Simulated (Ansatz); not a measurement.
**Au in Ansatz: the effect of functional**

The system is Au.

```xyz
1
Lattice="0.0000 2.0618 2.0618 2.0618 0.0000 2.0618 2.0618 2.0618 0.0000" Properties=species:S:1:pos:R:3 pbc="T T T"
Au    0.0000    0.0000    0.0000
```

The cell isn't the ideal one: volume scaled by 1.04.

Alike in all runs:

- Program: Ansatz 0.2.0
- Task: single point
- Potentials or basis: Ansatz PAW
- k mesh: 11 × 11 × 11
- Occupations: fermi-dirac, width 0.05 eV
- Spin: no spin polarisation

One run gave: pressure 0.0 GPa. Which functional did it use?
A. r2SCAN
B. PBE
C. LDA

A.

| functional | cutoff | pressure (GPa) |
| --- | --- | --- |
| LDA | 420 eV (not typed: the program's choice for these potentials) | -9.3 |
| r2SCAN | 500 eV (not typed: the program's choice for these potentials) | 0.0 |
| PBE | 420 eV (not typed: the program's choice for these potentials) | 3.7 |

Caveats: the PAW data sets come from PBE, with cores solved anew for the run's functional, which leaves a small shift of forces and pressure (some runs).
